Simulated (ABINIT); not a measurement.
# Au (Fm-3m) in ABINIT: a series of runs

Aim: see how the results for Au move with the level of theory and the settings. Levels: PBE, PBEsol, LDA. Tasks: optical spectrum, positron lifetime.

Everything below comes from runs of ABINIT 10.8.3 (patched build). Logs are shortened: lines on timing, memory, paths and dates and some standing lists are left out, and cuts for length are marked. The log counts tension as positive stress, the text compression.

## (1) The structure

The structure is cubic, space group Fm-3m (No. 225). The conventional cell has a = 4.070 Å, b = 4.070 Å, c = 4.070 Å, α = 90.00°, β = 90.00°, γ = 90.00°. Au (site symmetry m-3m) has 12 Au at 2.88 Å as nearest neighbours.

## (2) Optical spectrum, PBE

Contents of run.abi:

```
# Datasets
ndtset 3

# Pseudopotentials
pp_dirpath "./"
pseudos "Au.upf"

# Structure
acell 2.8779245994 2.8779245994 2.8779245994 Angstrom
rprim
     0.0000000000     0.7071067812     0.7071067812
     0.7071067812     0.0000000000     0.7071067812
     0.7071067812     0.7071067812     0.0000000000
ntypat 1
znucl 79
natom 1
typat 1
xred
            0.0            0.0            0.0

# Plane-wave basis
ecut 32.0

# k points
ngkpt 12 12 12
nshiftk 4
shiftk
     0.5000000000     0.5000000000     0.5000000000
     0.5000000000     0.0000000000     0.0000000000
     0.0000000000     0.5000000000     0.0000000000
     0.0000000000     0.0000000000     0.5000000000
istwfk *1

# Exchange and correlation
ixc 11

# Bands and occupations
occopt 4
tsmear 0.00734986

# SCF cycle
nstep 80

# Output
iomode 3
prteig 0
prtebands 0

# Dataset 1: ground state
nband1 14
tolvrs1 1.0e-12
prtden1 1
prtwf1 0
kptopt1 1

# Dataset 2: empty bands at fixed density
iscf2 -3
getden2 1
nband2 22
nbdbuf2 4
tolwfr2 1.0e-12
nstep2 120
prtden2 0
kptopt2 1

# Dataset 3: wave functions and velocity matrix elements in the full zone
optdriver3 8
wfk_task3 "wfk_optics_fullbz"
getwfk3 2
nband3 18
kptopt3 1
prtevk3 1
inclvkb3 2
```

Contents of optic.abi:

```
&FILES
 ddkfile_1 = 'runo_DS3_1_EVK.nc',
 ddkfile_2 = 'runo_DS3_2_EVK.nc',
 ddkfile_3 = 'runo_DS3_3_EVK.nc',
 wfkfile = 'runo_DS3_WFK.nc'
/
&PARAMETERS
 broadening = 0.007350,
 domega = 0.002,
 maxomega = 0.8,
 scissor = 0.000000,
 tolerance = 0.002
/
&COMPUTATIONS
 num_lin_comp = 1,
 lin_comp = 11,
 num_nonlin_comp = 0
/
```

Potentials or basis: PseudoDojo NC SR PBE v0.4.1 standard.

On the command line:

```bash
> abinit run.abi > log 2>&1
> optic optic.abi > optic.log 2>&1
```

run.abo:

```text
.Version 10.8.3 of ABINIT
 DATASET    1 : space group Fm -3 m (#225); Bravais cF (face-center cubic)
================================================================================
 Values of the parameters that define the memory need for DATASET  1.
     intxc =       0    ionmov =       0      iscf =       7    lmnmax =       7
     lnmax =       7     mgfft =      30  mpssoang =       4    mqgrid =    3001
     natom =       1  nloc_mem =       1    nspden =       1   nspinor =       1
    nsppol =       1      nsym =      48    n1xccc =    2501    ntypat =       1
    occopt =       4   xclevel =       2
       mpw =         996          nfft =       27000          nkpt =         182
================================================================================
================================================================================
[... 13 lines left out ...]
 DATASET    3 : space group Fm -3 m (#225); Bravais cF (face-center cubic)
================================================================================
 Values of the parameters that define the memory need for DATASET  3.
     intxc =       0    ionmov =       0      iscf =       7    lmnmax =       7
     lnmax =       7     mgfft =      30  mpssoang =       4    mqgrid =    3001
     natom =       1  nloc_mem =       1    nspden =       1   nspinor =       1
    nsppol =       1      nsym =      48    n1xccc =    2501    ntypat =       1
    occopt =       4   xclevel =       2
       mpw =         996          nfft =       27000          nkpt =         182
================================================================================
================================================================================

--------------------------------------------------------------------------------
------------- Echo of variables that govern the present computation ------------
--------------------------------------------------------------------------------
 -outvars: echo values of preprocessed input variables --------
            acell      5.4384893039E+00  5.4384893039E+00  5.4384893039E+00 Bohr
              amu      1.96966540E+02
             ecut      3.20000000E+01 Hartree
           getden1          0
           getden2          1
           getden3          0
           getwfk1          0
           getwfk2          0
           getwfk3          2
             iscf1          7
             iscf2         -3
             iscf3          7
              ixc          11
           jdtset        1    2    3
                       outvar_i_n : Printing only first  50 k-points.
         kptrlatt       12  -12   12    -12   12   12    -12  -12   12
          kptrlen      9.22942240E+01
            natom           1
            nband1         14
            nband2         22
            nband3         18
           nbdbuf1          0
           nbdbuf2          4
           nbdbuf3          0
           ndtset           3
            ngfft          30      30      30
             nkpt         182
            nstep1         80
            nstep2        120
            nstep3         80
             nsym          48
           ntypat           1
                       prtocc : prtvol=0, do not print more k-points.
                       prtocc : prtvol=0, do not print more k-points.
                       prtocc : prtvol=0, do not print more k-points.
           occopt           4
        optdriver1          0
        optdriver2          0
        optdriver3          8
           prtden1          1
           prtden2          0
           prtden3          1
        prtebands           0
           prteig           0
           prtevk1          0
           prtevk2          0
           prtevk3          1
            prtwf1          0
            prtwf2          1
            prtwf3          1
            rprim      0.0000000000E+00  7.0710678120E-01  7.0710678120E-01
                       7.0710678120E-01  0.0000000000E+00  7.0710678120E-01
                       7.0710678120E-01  7.0710678120E-01  0.0000000000E+00
           shiftk      5.00000000E-01  5.00000000E-01  5.00000000E-01
          spgroup         225
           tolvrs1     1.00000000E-12
           tolvrs2     0.00000000E+00
           tolvrs3     0.00000000E+00
           tolwfr1     0.00000000E+00
           tolwfr2     1.00000000E-12
           tolwfr3     0.00000000E+00
           tsmear      7.34986000E-03 Hartree
            typat      1
         wfk_task1          0
         wfk_task2          0
         wfk_task3          7
                       outvars : Printing only first  50 k-points.
            znucl       79.00000

================================================================================

 chkinp: Checking input parameters for consistency, jdtset=   1.

 chkinp: Checking input parameters for consistency, jdtset=   2.
[... 6 lines left out ...]
--- !DatasetInfo
iteration_state: {dtset: 1, }
dimensions: {natom: 1, nkpt: 182, mband: 14, nsppol: 1, nspinor: 1, nspden: 1, mpw: 996, }
[... 143 lines left out ...]
== DATASET  2 ==================================================================

--- !DatasetInfo
iteration_state: {dtset: 2, }
dimensions: {natom: 1, nkpt: 182, mband: 22, nsppol: 1, nspinor: 1, nspden: 1, mpw: 996, }
cutoff_energies: {ecut:  32.0, pawecutdg:  -1.0, }
electrons: {nelect:   1.90000000E+01, charge:   0.00000000E+00, occopt:   4.00000000E+00, tsmear:   7.34986000E-03, }
meta: {optdriver: 0, ionmov: 0, optcell: 0, iscf: -3, paral_kgb: 0, }
...

 mkfilename : getden/=0, take file _DEN from output of DATASET   1.

 Exchange-correlation functional for the present dataset will be:
  GGA: Perdew-Burke-Ernzerhof functional - ixc=11
  J.P.Perdew, K.Burke, M.Ernzerhof, PRL 77, 3865 (1996)

 Real(R)+Recip(G) space primitive vectors, cartesian coordinates (Bohr,Bohr^-1):
 R(1)=  0.0000000  3.8455927  3.8455927  G(1)= -0.1300190  0.1300190  0.1300190
 R(2)=  3.8455927  0.0000000  3.8455927  G(2)=  0.1300190 -0.1300190  0.1300190
 R(3)=  3.8455927  3.8455927  0.0000000  G(3)=  0.1300190  0.1300190 -0.1300190
 Unit cell volume ucvol=  1.1374173E+02 bohr^3
 Angles (23,13,12)=  6.00000000E+01  6.00000000E+01  6.00000000E+01 degrees

 getcut: wavevector=  0.0000  0.0000  0.0000  ngfft=  30  30  30
         ecut(hartree)=     32.000   => boxcut(ratio)=   2.16863
--------------------------------------------------------------------------------

================================================================================

--- !BeginCycle
iteration_state: {dtset: 2, }
solver: {iscf: -3, nstep: 120, nline: 4, wfoptalg: 0, }
tolerances: {tolwfr: 1.00E-12, }
...

     iter   Etot(hartree)      deltaE(h)  residm     vres2
 Non-SCF case, kpt    1 ( -0.04167 -0.08333  0.00000), residuals and eigenvalues=
  6.74E-13  3.49E-13  2.02E-13  2.17E-13  1.10E-13  6.92E-14  8.97E-14  8.47E-14
  3.00E-13  2.93E-13  5.29E-13  4.79E-13  7.46E-14  2.47E-13  6.49E-13  3.68E-13
  5.53E-13  4.60E-13  8.37E-13  1.37E-11  3.02E-11  9.33E-06
 -3.3938E+00 -1.6030E+00 -1.6026E+00 -1.6026E+00  1.2973E-01  3.1041E-01
  3.1728E-01  3.1745E-01  3.6728E-01  3.7202E-01  1.0300E+00  1.1306E+00
  1.1686E+00  1.1766E+00  1.3925E+00  1.4532E+00  1.4581E+00  1.5081E+00
  1.5403E+00  1.6446E+00  1.6567E+00  1.8285E+00
 prteigrs : prtvol=0 or 1, do not print more k-points.

--- !ResultsGS
iteration_state: {dtset: 2, }
comment   : Summary of ground state results
lattice_vectors:
- [  0.0000000,   3.8455927,   3.8455927, ]
- [  3.8455927,   0.0000000,   3.8455927, ]
- [  3.8455927,   3.8455927,   0.0000000, ]
lattice_lengths: [   5.43849,    5.43849,    5.43849, ]
lattice_angles: [ 60.000,  60.000,  60.000, ] # degrees, (23, 13, 12)
lattice_volume:   1.1374173E+02
convergence: {deltae:  0.000E+00, res2:  0.000E+00, residm:  9.996E-13, diffor:  0.000E+00, }
etotal    :  -1.48197976E+02
entropy   :   0.00000000E+00
fermie    :   4.89397551E-01
cartesian_stress_tensor: null
pressure_GPa: null
xred      :
- [  0.0000E+00,   0.0000E+00,   0.0000E+00, Au]
cartesian_forces: null
force_length_stats: {min: null, max: null, mean: null, }
...

 Integrated electronic density in atomic spheres:
 ------------------------------------------------
 Atom  Sphere_radius  Integrated_density
    1        2.00000         15.58441150
================================================================================

 ----iterations are completed or convergence reached----

 Mean square residual over all n,k,spin=   39.624E-14; max=  99.964E-14
 reduced coordinates (array xred) for    1 atoms
       0.000000000000      0.000000000000      0.000000000000

 cartesian coordinates (angstrom) at end:
    1      0.00000000000000     0.00000000000000     0.00000000000000
 length scales=  5.438489303879  5.438489303879  5.438489303879 bohr
              =  2.877924599400  2.877924599400  2.877924599400 angstroms
 Eigenvalues (hartree) for nkpt= 182  k points:
 kpt#   1, nband= 22, wtk=  0.00347, kpt= -0.0417 -0.0833  0.0000 (reduced coord)
  -3.39384   -1.60297   -1.60265   -1.60261    0.12973    0.31041    0.31728    0.31745
   0.36728    0.37202    1.02996    1.13061    1.16861    1.17663    1.39250    1.45315
   1.45811    1.50811    1.54033    1.64460    1.65673    1.82852
      occupation numbers for kpt#   1
   2.00000    2.00000    2.00000    2.00000    2.00000    2.00000    2.00000    2.00000
   2.00000    2.00000    0.00000    0.00000    0.00000    0.00000    0.00000    0.00000
   0.00000    0.00000    0.00000    0.00000    0.00000    0.00000
 prteigrs : prtvol=0 or 1, do not print more k-points.

--- !EnergyTerms
iteration_state     : {dtset: 2, }
comment             : Components of total free energy in Hartree
kinetic             :  4.25795259363210E+01
hartree             :  2.58504043475825E+01
xc                  : -2.60773836374620E+01
Ewald energy        : -1.07599488063196E+02
psp_core            :  5.38455332476786E+00
local_psp           : -9.08480525675849E+01
non_local_psp       :  2.51246996744143E+00
internal            : -1.48197970692130E+02
'-kT*entropy'       : -4.82316712549689E-06
total_energy        : -1.48197975515297E+02
...

--- !EnergyTermsDC
iteration_state     : {dtset: 2, }
comment             : '"Double-counting" decomposition of free energy'
band_energy         : -1.27857579872290E+01
Ewald energy        : -1.07599488063196E+02
psp_core            :  5.38455332476786E+00
xc_dc               : -3.31972782131708E+01
internal            : -1.48197970938828E+02
'-kT*entropy'       : -4.82316712549689E-06
total_energy_dc     : -1.48197975761995E+02
...

================================================================================
== DATASET  3 ==================================================================

--- !DatasetInfo
iteration_state: {dtset: 3, }
dimensions: {natom: 1, nkpt: 182, mband: 18, nsppol: 1, nspinor: 1, nspden: 1, mpw: 996, }
cutoff_energies: {ecut:  32.0, pawecutdg:  -1.0, }
electrons: {nelect:   1.90000000E+01, charge:   0.00000000E+00, occopt:   4.00000000E+00, tsmear:   7.34986000E-03, }
meta: {optdriver: 8, wfk_task: 7, }
...

 mkfilename : getwfk/=0, take file _WFK from output of DATASET   2.

 Exchange-correlation functional for the present dataset will be:
  GGA: Perdew-Burke-Ernzerhof functional - ixc=11
  J.P.Perdew, K.Burke, M.Ernzerhof, PRL 77, 3865 (1996)

--------------------------------------------------------------------------------

 Computation of velocity matrix elements (DDK)

 Parameters extracted from the Abinit header:
    ecut:     32.0
    nkpt:    6912
    mband:   22
    nsppol:  1
    nspinor: 1
    useylm:  0
    inclvkb: 2
    bmin: 1, bmax: 22
    Computing diagonal and off-diagonal matrix elements
    Between band index bmin: 1, bmax: 22

== END DATASET(S) ==============================================================
================================================================================

 -outvars: echo values of variables after computation  --------
            acell      5.4384893039E+00  5.4384893039E+00  5.4384893039E+00 Bohr
           etotal1    -1.4819797576E+02
           etotal2    -1.4819797576E+02
           etotal3     0.0000000000E+00
            fcart1    -0.0000000000E+00 -0.0000000000E+00 -0.0000000000E+00
            fcart3     0.0000000000E+00  0.0000000000E+00  0.0000000000E+00
            rprim      0.0000000000E+00  7.0710678120E-01  7.0710678120E-01
                       7.0710678120E-01  0.0000000000E+00  7.0710678120E-01
                       7.0710678120E-01  7.0710678120E-01  0.0000000000E+00
           strten1    -2.9901446342E-04 -2.9901446342E-04 -2.9901446342E-04
                       0.0000000000E+00  0.0000000000E+00  0.0000000000E+00
           strten3     0.0000000000E+00  0.0000000000E+00  0.0000000000E+00
                       0.0000000000E+00  0.0000000000E+00  0.0000000000E+00
 Calculation completed.
```

It took 4.7 min on 1 thread of Arm Neoverse V1, shared host; peak memory 2.8 GiB.

What came out:

```yaml
Free_energy: -4032.6724 eV
```

Dielectric function (mean over the directions given):
```
energy (eV)  real part  imaginary part
       0.33       9.30            0.09
       1.31      10.65            0.65
       2.29      11.34            6.73
       3.37       4.80            6.85
       4.35       3.17            5.43
       5.44       3.75            4.20
       6.42       3.97            4.89
       7.51       2.46            5.28
       8.49       1.56            4.51
       9.58       1.09            3.12
      10.56       1.45            2.44
      11.65       1.84            2.83
      12.63       1.36            2.64
      13.71       1.13            2.48
      14.69       1.08            2.29
      15.78       1.31            2.01
      16.76       1.40            1.88
      17.85       1.70            1.98
      18.83       2.08            3.14
      19.92       0.45            3.27
```

Caveat: the cutoff is too short for stress, so the log's stress isn't used; the intraband (Drude) term is left out; spectra need much finer meshes, so this one isn't converged; independent-particle spectra lack excitons. Spin-orbit coupling is left out, which matters for the levels of Au.

[end of part 1 of 3]
